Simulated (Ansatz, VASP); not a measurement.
TaN in VASP and in Ansatz

Contents of INCAR:

```
SYSTEM = TaN
ALGO = Normal
EDIFF = 1E-6
ENCUT = 520
GGA = CA
ISIF = 2
ISMEAR = -1
LASPH = .True.
LCHARG = .False.
LREAL = .False.
LWAVE = .False.
NBANDS = 15
NELM = 80
PREC = Accurate
SIGMA = 0.05
```

The input KPOINTS:

```
k-points
0
Gamma
  10 10 9
  0 0 0
```

The input POSCAR:

```
TaN
1.0
    2.8982924298      0.0000000000      0.0000000000
   -1.4491462149      2.5099948717      0.0000000000
    0.0000000000      0.0000000000      2.8440357641
Ta N
1 1
Direct
    0.0000000000      0.0000000000      0.5000000000
    0.6666666667      0.3333333333      0.0000000000
```

File input.yaml:

```yaml
crystal:
  lattice:
    - [2.8982924298, 0.0, 0.0]
    - [-1.4491462149, 2.5099948717, 0.0]
    - [0.0, 0.0, 2.8440357641]
  atoms:
    - { symbol: Ta, position: [0.0, 0.0, 0.5] }
    - { symbol: "N", position: [0.6666666667, 0.3333333333, 0.0] }
kpoints:
  mp_grid: { grid: [10, 10, 9] }
scf:
  occupations: { method: fermi_dirac, width: 0.05 }
hamiltonian:
  xc: lda
  pseudopotentials: { kind: all_electron, lapw: { basis_error: 0.001 } }
output:
  forces: true
  stress: true
  eigenvalues: true
```

Change from the starting cell: volume scaled by 0.96.

Alike in both runs: task single point; functional LDA; k mesh 10 × 10 × 9; occupations fermi-dirac, width 0.05 eV; no spin polarisation.

|  | VASP | Ansatz |
| --- | --- | --- |
| version | VASP 6.6.1 | Ansatz 0.2.0 |
| potentials or method | VASP PAW LDA potentials, release 64 (Ta_pv, N) | all-electron LAPW, scalar-relativistic |
| plane-wave cutoff (eV) | 520 | see its input |

```tsv
	VASP	Ansatz	Ansatz less VASP
gap on the k mesh at the Fermi level (eV)	none	none	-
pressure (GPa)	5.3	3.2	-2.17
largest component of the traceless stress (GPa)	0.26	0.07	-0.194
```

A gap of «none» marks a metal or a gap that the smearing closes. Ansatz ran all-electron here, so the differences hold the error of VASP's frozen core and of both bases.

The runs have no spin-orbit coupling, so splittings on Ta are missing.
